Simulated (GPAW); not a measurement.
# MoS2 in GPAW: equation of state

Aim: energy against volume of MoS2 in PBEsol, for its equilibrium volume and stiffness.

All numbers are computed with GPAW 26.7.0; they aren't measurements. Logs are shortened: lines on timing, memory, paths and dates and some standing lists are left out, and cuts for length are marked. The log counts tension as positive stress, the text compression.

**1. Starting point**

The cell holds a slab with vacuum, 3 atoms: a = 3.184 Å, b = 3.184 Å, c = 17.335 Å, α = 90.00°, β = 90.00°, γ = 120.00°.

**2. Equation of state, PBEsol**

Input file run.py:

```python
from ase import Atoms
from ase.eos import EquationOfState
from ase.io import Trajectory
from ase.units import GPa
from gpaw import GPAW, PW, setup_paths

setup_paths.insert(0, '.')

atoms = Atoms(['Mo', 'S', 'S'],
              cell=[[3.1841260822, 0.0, 0.0],
                    [-1.5920630411, 2.757534076, 0.0],
                    [0.0, 0.0, 17.33459995]],
              scaled_positions=[[0.0, 0.0, 0.0],
                                [0.3333333333, 0.6666666667, 0.91050702],
                                [0.3333333333, 0.6666666667, 0.08949298]],
              pbc=True)

traj = Trajectory('eos.traj', 'w')
volumes, energies = [], []
for x in [0.94, 0.96, 0.98, 1.0, 1.02, 1.04, 1.06]:
    a = atoms.copy()
    a.set_cell(atoms.cell * x**(1 / 3), scale_atoms=True)
    calc = GPAW(mode=PW(600),
                xc='PBEsol',
                kpts={'size': (10, 10, 2), 'gamma': True},
                occupations={'name': 'fermi-dirac', 'width': 0.05},
                nbands=25,
                convergence={'density': 1e-05, 'energy': 1e-05},
                maxiter=150,
                txt=f'eos-{x:.2f}.txt')
    a.calc = calc
    energies.append(a.get_potential_energy(force_consistent=True))
    volumes.append(a.get_volume())
    p = -a.get_stress()[:3].mean() / GPa
    calc.write(f'eos-{x:.2f}.gpw')
    traj.write(a)
    print(f'{x:.2f} {volumes[-1]:10.4f} A^3 {energies[-1]:14.6f} eV {p:9.3f} GPa', flush=True)

v0, e0, B = EquationOfState(volumes, energies, eos='birchmurnaghan').fit()
print(f'V0 = {v0:.4f} A^3, E0 = {e0:.6f} eV, B0 = {B / GPa:.2f} GPa')
```

Potentials or basis: PAW data sets generated in the run's folder for this functional, pw.

Run with:

```
> gpaw-setup -f PBEsol Mo S
> OMP_NUM_THREADS=1 python run.py
```

Log:

```text
__  _  _
 | _ |_)|_||  |
 |__||  | ||/\| - 26.7.0

Input parameters:
  mode=PW(ecut=600.0),
  convergence={'density': 1e-05, 'energy': 1e-05},
  kpts=MonkhorstPack(size=(10, 10, 2), gamma=True),
  maxiter=150,
  nbands=25,
  occupations=Occupations(name='fermi-dirac', width=0.05),
  xc=XC(name='PBEsol')

Diagonalizing LCAO Hamiltonian
Converting LCAO to pw mode

         S

         S

       Mo

Atoms  # Å, Bohr magnetons
|   | symbol |         x |        y |         z |    initial magnetic moments |
|---|--------|-----------|----------|-----------|-----------------------------|
| 0 |     Mo |  0.000000 | 0.000000 |  0.000000 | ( 0.0000,  0.0000,  0.0000) |
| 1 |      S | -0.000000 | 1.800828 | 15.461077 | ( 0.0000,  0.0000,  0.0000) |
| 2 |      S | -0.000000 | 1.800828 |  1.519656 | ( 0.0000,  0.0000,  0.0000) |

Unit cell  # Å
| periodic |         x |        y |         z |   lengths |     angles |
|----------|-----------|----------|-----------|-----------|------------|
|      yes |  3.119126 | 0.000000 |  0.000000 |  3.119126 |  90.000000 |
|      yes | -1.559563 | 2.701242 |  0.000000 |  3.119126 |  90.000000 |
|      yes |  0.000000 | 0.000000 | 16.980733 | 16.980733 | 120.000000 |

Number of symmetries: 12
Symmetry operations  # r_c * U_cc + t_c -> r_c
|    | kind |            matrix            |
|----|------|------------------------------|
|  0 |  σ   |  1, 1, 0,  0,-1, 0,  0, 0, 1 |
|  1 |  C2  |  1, 1, 0,  0,-1, 0,  0, 0,-1 |
|  2 |  E   |  1, 0, 0,  0, 1, 0,  0, 0, 1 |
|  3 |  σ   |  1, 0, 0,  0, 1, 0,  0, 0,-1 |
|  4 |  C3  |  0, 1, 0, -1,-1, 0,  0, 0, 1 |
|  5 |  S3  |  0, 1, 0, -1,-1, 0,  0, 0,-1 |
|  6 |  σ   |  0,-1, 0, -1, 0, 0,  0, 0, 1 |
|  7 |  C2  |  0,-1, 0, -1, 0, 0,  0, 0,-1 |
|  8 |  σ   | -1, 0, 0,  1, 1, 0,  0, 0, 1 |
|  9 |  C2  | -1, 0, 0,  1, 1, 0,  0, 0,-1 |
| 10 |  C3  | -1,-1, 0,  1, 0, 0,  0, 0, 1 |
| 11 |  S3  | -1,-1, 0,  1, 0, 0,  0, 0,-1 |

BZ-sampling:
  Number of BZ points: 200
  Number of IBZ points: 28

  Monkhorst-Pack size: [10, 10, 2]
  Monkhorst-Pack shift: [0.05, 0.05, 0.25]

K-points  # in reciprocal-cell coordinates
|     |                                coordinates |     weight |
|-----|--------------------------------------------|------------|
|   0 | (  0.00000000,   0.00000000,   0.00000000) | 0.00500000 |
|   1 | (  0.00000000,   0.00000000,   0.50000000) | 0.00500000 |
|   2 | (  0.10000000,   0.00000000,   0.00000000) | 0.03000000 |
|   3 | (  0.10000000,   0.00000000,   0.50000000) | 0.03000000 |
|   4 | (  0.20000000,  -0.10000000,   0.00000000) | 0.03000000 |
|   5 | (  0.20000000,  -0.10000000,   0.50000000) | 0.03000000 |
|   6 | (  0.20000000,   0.00000000,   0.00000000) | 0.03000000 |
|   7 | (  0.20000000,   0.00000000,   0.50000000) | 0.03000000 |
|   8 | (  0.30000000,  -0.10000000,   0.00000000) | 0.06000000 |
|   9 | (  0.30000000,  -0.10000000,   0.50000000) | 0.06000000 |
| ... |                                            |            |
|  27 | (  0.50000000,   0.50000000,   0.50000000) | 0.01500000 |

Plane wave coefficients: 4808
Cutoff: 600.0 eV

Spin-components: 1 (collinear spins)
Bands:           25
Projectors:      16
Spin-degeneracy: 2
Datatype:        complex128

Parallelization:
  kpt:    1
  domain: 1
  band:   1

Density:
  Valence electrons: 26.0
  Components: 1
  Grid points: [18 18 96]
  Charge: 0.0  # |e|

Potential:
  Grid points: [18 18 96]

species:
  Mo:
    name:    Molybdenum
    Z:       42.0
    valence: 14
    core:    28
    charge:  0.0  # [|e|]
    compensation charges:
      type: gauss
      rc: 0.38  # [Å]
      lmax: 2
    cutoffs:
      filter: 2.16  # [Å]
      core: 1.42  # [Å]
    projectors
    | kind |    occ | energy [eV] | rcut [Å] |
    |------|--------|-------------|----------|
    |   4s |  2.000 |     -64.262 |    1.238 |
    |   5s |  1.000 |      -4.116 |    1.238 |
    |   4p |  6.000 |     -38.461 |    1.296 |
    |   5p |  0.000 |      -1.012 |    1.296 |
    |   4d |  5.000 |      -3.770 |    1.296 |
    |    d |        |      23.442 |    1.296 |

    Using partial waves for Mo as LCAO basis

  S:
    name:    Sulfur
    Z:       16.0
    valence: 6
    core:    10
    charge:  0.0  # [|e|]
    compensation charges:
      type: gauss
      rc: 0.24  # [Å]
      lmax: 2
    cutoffs:
      filter: 1.77  # [Å]
      core: 1.66  # [Å]
    projectors
    | kind |    occ | energy [eV] | rcut [Å] |
    |------|--------|-------------|----------|
    |   3s |  2.000 |     -17.192 |    0.974 |
    |   3p |  4.000 |      -6.978 |    0.979 |
    |    s |        |      10.020 |    0.974 |
    |    p |        |      20.234 |    0.979 |
    |    d |        |       0.000 |    0.900 |

    Using partial waves for S as LCAO basis

Reference energy: -131755.109894  # eV

eigensolver:
  PPCG
  Converge bands: occupied
  niter=2

density mixing:
  MSR1-Mixer
  Pratt-step length: 0.05
  Maximum mixing coefficient: 0.75
  Old densities: 10
  SVD Regularization: 0.005
  Good broyden scale: 1.0
  Trust region scale: 1.0
  Backstep threshold: 4.0
  History deletion threshold: 6.0
  Fourier metric: weight=20.0, sigma=0.015

occupation numbers:
  Fermi-Dirac:
    width: 0.0500  # eV

poisson solver:
  ecut: 4800.0  # eV

xc functional:
  name: PBEsol with 2 nearest neighbor stencil

convergence criteria:
- Maximum integral of absolute [dens]ity change: 1e-05 electrons / valence electron
- Maximum [total energy] change in last 3 cyles: 1e-05 eV / valence electron
- Maximum integral of absolute [eigenst]ate change: 4e-08 eV^2 / valence electron
maximum number of iterations: 150

SCF iterations
|iter     | |      energy | eigst |  dens |
|---------|-|-------------|-------|-------|
|iter:   1| |  -25.157621 | +0.42 |       |
|iter:   2| |  -24.711977 | -1.28 | -1.00 |
|iter:   3| |  -23.680499 | -1.13 | -1.06 |
|iter:   4| |  -23.649311 | -2.15 | -1.52 |
|iter:   5| |  -23.647333 | -3.10 | -1.88 |
|iter:   6| |  -23.646881 | -3.77 | -2.55 |
|iter:   7| |  -23.646682 | -4.80 | -2.91 |
|iter:   8| |  -23.646686c| -5.80 | -3.55 |
|iter:   9| |  -23.646686c| -6.80 | -4.30 |
|iter:  10| |  -23.646686c| -7.61c| -4.93 |
|iter:  11| |  -23.646686c| -8.14c| -5.63c|

Converged in 11 steps
Energy contributions relative to reference atoms: (reference = -131755.109894)

Energy contributions:
  Kinetic:           6.463213
  Coulomb:         -10.937370
  Zero:             -0.148097
  External:          0.000000
  Xc:              -19.024432
  Entropy:          -0.000000
  Spinorbit:         0.000000
  ----------------------------
  Free energy:     -23.646686
  Extrapolated:    -23.646686

dipole moment: (-9.468904, -8.035442, -63.659390)  # |e|*Ang

Fermi level: -0.048
Eigenvalues  # (at kpt = [0.000, 0.000, 0.000])
| band index |      eig [eV] | occ [0-2] |
|------------|---------------|-----------|
|          0 |       -61.706 |     2.000 |
|        ... |               |           |
|          5 |       -13.905 |     2.000 |
|          6 |        -6.920 |     2.000 |
|          7 |        -3.819 |     2.000 |
|          8 |        -3.819 |     2.000 |
|          9 |        -2.780 |     2.000 |
|         10 |        -2.579 |     2.000 |
[... 8 lines left out ...]
|         19 |         5.394 |     0.000 |
|         20 |         5.968 |     0.000 |
|        ... |               |           |
|         24 |         9.873 |     0.000 |

Gap: 1.884 eV
Transition (v -> c):
  (s=0, k=1, n=12, [0.00, 0.00, 0.50]) -> (s=0, k=18, n=13, [0.40, 0.30, 0.00])
Direct/indirect transitions are different
Direct gap: 2.079 eV
Transition at: (s=0, k=19, n=12, [0.40, 0.30, 0.50])

Stress tensor  # eV/Ang^3
|         x |         y |         z |
|-----------|-----------|-----------|
| -0.011595 |  0.000000 |  0.000000 |
|  0.000000 | -0.011595 |  0.000000 |
|  0.000000 |  0.000000 | -0.020024 |

# Writing to eos-0.94.gpw (mode='')
```

eos-0.98.txt:

```text
SCF iterations
|iter     | |      energy | eigst |  dens |
|---------|-|-------------|-------|-------|
|iter:   1| |  -25.286799 | +0.39 |       |
|iter:   2| |  -24.783711 | -1.29 | -0.99 |
|iter:   3| |  -23.722863 | -1.13 | -1.06 |
|iter:   4| |  -23.690762 | -2.16 | -1.51 |
|iter:   5| |  -23.688416 | -2.95 | -1.85 |
[... 51 lines left out ...]
  (s=0, k=0, n=12, [0.00, 0.00, 0.00]) -> (s=0, k=19, n=13, [0.40, 0.30, 0.50])
Direct/indirect transitions are different
Direct gap: 1.962 eV
Transition at: (s=0, k=19, n=12, [0.40, 0.30, 0.50])

Stress tensor  # eV/Ang^3
|        x |        y |         z |
|----------|----------|-----------|
| 0.003250 | 0.000000 |  0.000000 |
| 0.000000 | 0.003250 |  0.000000 |
| 0.000000 | 0.000000 | -0.003703 |

# Writing to eos-0.98.gpw (mode='')
```

Run time: 6.5 min. Hardware: 1 thread of Arm Neoverse V2, shared host; peak memory 0.56 GiB.

What came out:

| Property | Result |
| --- | --- |
| Equilibrium volume | 49.61 Å³/atom |
| Bulk modulus at fixed shape and positions | 54 GPa |
| Pressure derivative of the bulk modulus | 4.4 |

Energy against volume, from the lowest point:
| volume (Å³/atom) | energy (meV/atom) |
| --- | --- |
| 47.690 | 13.57 |
| 48.705 | 2.90 |
| 49.720 | 0.00 |
| 50.735 | 4.08 |
| 51.749 | 14.42 |
| 52.764 | 30.34 |
| 53.779 | 51.27 |

Caveat: the cell was scaled at fixed shape and fractional positions, which overstates the stiffness of a crystal with free parameters, most of all of layers and chains.
